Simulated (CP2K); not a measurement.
WC (Qusongite) in CP2K: the effect of pseudo set

WC (Qusongite):

```
W C
1.0
     2.90650    0.00000    0.00000
    -1.45325    2.51710    0.00000
     0.00000    0.00000    2.83660
W C
1 1
Direct
  0.00000 0.00000 0.00000
  0.66667 0.33333 0.50000
```

Alike in all runs:

- Program: CP2K 2026.2
- Task: band structure
- Functional: PBE
- Density cutoff: 6123 eV
- k mesh: 10 × 10 × 9
- Occupations: fermi-dirac, width 0.05 eV
- Spin: no spin polarisation

Task: One run gave: pressure -2.0 GPa. Which pseudo set did it use?
A. BLYP
B. PADE
C. PBE0
D. PBE
E. SCAN

Result: E.

```csv
pseudo set,pressure (GPa)
PBE,1.8
PADE,-20.8
BLYP,1.7
SCAN,-2.0
PBE0,2.2
```

Caveats: the basis of atomic orbitals isn't converged, which shifts pressures, moduli and gaps; the potentials were made for another functional, which shifts forces and pressure (some runs).

Not every run made on this cell is shown here.
